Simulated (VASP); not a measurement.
Wanted: the native input for a VASP 6.6.1 run.

```yaml
Task: relaxation of cell and atoms
Functional: PBE
Potentials_or_basis: VASP PAW PBE potentials, release 64 (Pt)
Cutoff: 600 eV
k_mesh: 16 × 16 × 16
Occupations: methfessel-paxton, width 0.1 eV
Spin: no spin polarisation
Further_INCAR_settings: ALGO = Normal; EDIFF = 1e-06; IBRION = 2; EDIFFG = -0.01; NSW = 90; ISIF = 3
```

The structure of Pt lies in POSCAR:

```
Pt
1.0
    0.0000000000      1.9609000000      1.9609000000
    1.9609000000      0.0000000000      1.9609000000
    1.9609000000      1.9609000000      0.0000000000
Pt
1
Direct
    0.0000000000      0.0000000000      0.0000000000
```

These files were run (other wordings do the same):

INCAR

```
SYSTEM = Pt
ALGO = Normal
EDIFF = 1E-6
EDIFFG = -0.01
ENCUT = 600
GGA = PE
IBRION = 2
ISIF = 3
ISMEAR = 1
LASPH = .TRUE.
LCHARG = .FALSE.
LREAL = .FALSE.
LWAVE = .FALSE.
NELM = 80
NSW = 90
PREC = Accurate
SIGMA = 0.1
```

KPOINTS

```
k-points
0
G
  16 16 16
  0 0 0
```

Potentials or basis: VASP PAW PBE potentials, release 64 (Pt).

Command:

```console
$ cat potpaw_PBE.64/Pt/POTCAR > POTCAR
$ mpirun -np 1 vasp_std > vasp.out
```

Results of the run:

The relaxed volume is 15.61 Å³/atom and the relaxed cell is a = 2.805 Å, b = 2.805 Å, c = 2.805 Å, α = 60.00°, β = 60.00°, γ = 60.00°. The space group after relaxing (to 0.05 Å) is Fm-3m (No. 225) and the energy gained by relaxing is 14.9 meV/atom. The ionic steps are 4 and the pressure after relaxing is 0.0 GPa. The band gap on the k mesh is none (metal or under the smearing width).

Wall time 54 s on 1 thread of Intel(R) Xeon(R) Platinum 8375C CPU @ 2.90GHz (Ice Lake), on a shared host, peak memory 0.17 GiB.
